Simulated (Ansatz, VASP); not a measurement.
Si in VASP and in Ansatz

INCAR

```
SYSTEM = Si
ALGO = Normal ; EDIFF = 1E-7
ENCUT = 520 ; GGA = PE
ISIF = 2 ; ISMEAR = -1
LASPH = .True. ; LCHARG = .True.
LELF = .True. ; LREAL = .False.
LVHAR = .True. ; LWAVE = .False.
NBANDS = 21 ; NELM = 80
PREC = Accurate ; SIGMA = 0.05
```

The input KPOINTS:

```
k-points
0
Gamma
  6 6 6
  0 0 0
```

File POSCAR:

```
Si
1.0
   -3.3360831900      3.3360831900      3.3360831900
    3.3360831900     -3.3360831900      3.3360831900
    3.3360831900      3.3360831900     -3.3360831900
Si
6
Direct
    0.5000000000      0.7500000000      0.2500000000
    0.2500000000      0.7500000000      0.5000000000
    0.2500000000      0.5000000000      0.7500000000
    0.5000000000      0.2500000000      0.7500000000
    0.7500000000      0.5000000000      0.2500000000
    0.7500000000      0.2500000000      0.5000000000
```

input.yaml

```yaml
crystal:
  lattice:
    - [-3.33608319, 3.33608319, 3.33608319]
    - [3.33608319, -3.33608319, 3.33608319]
    - [3.33608319, 3.33608319, -3.33608319]
  atoms:
    - { symbol: Si, position: [0.5, 0.75, 0.25] }
    - { symbol: Si, position: [0.25, 0.75, 0.5] }
    - { symbol: Si, position: [0.25, 0.5, 0.75] }
    - { symbol: Si, position: [0.5, 0.25, 0.75] }
    - { symbol: Si, position: [0.75, 0.5, 0.25] }
    - { symbol: Si, position: [0.75, 0.25, 0.5] }
hamiltonian:
  xc: pbe
  pseudopotentials: { kind: paw }
kpoints:
  mp_grid: { grid: [6, 6, 6] }
scf:
  occupations: { method: fermi_dirac, width: 0.05 }
output:
  forces: true
  stress: true
  eigenvalues: true
```

This isn't the form of Si at room conditions, which is diamond.

Alike in both runs: task single point; functional PBE; k mesh 6 × 6 × 6; occupations fermi-dirac, width 0.05 eV; no spin polarisation.

```csv
,VASP,Ansatz
version,VASP 6.6.1,Ansatz 0.2.0
potentials or method,"VASP PAW PBE potentials, release 64 (Si)",Ansatz PAW
plane-wave cutoff (eV),520,420
valence electrons in the cell,24,24
```

|  | VASP | Ansatz | Ansatz less VASP |
| --- | --- | --- | --- |
| gap on the k mesh at the Fermi level (eV) | 0.12 | 0.12 | -0.001 |
| least direct gap on the mesh (eV) | 0.35 | 0.35 | -0.001 |
| pressure (GPa) | 1.9 | 2.0 | +0.06 |

A k mesh can miss the band edges. Expect the measured gap to be larger: semilocal functionals such as PBE lack the derivative discontinuity.
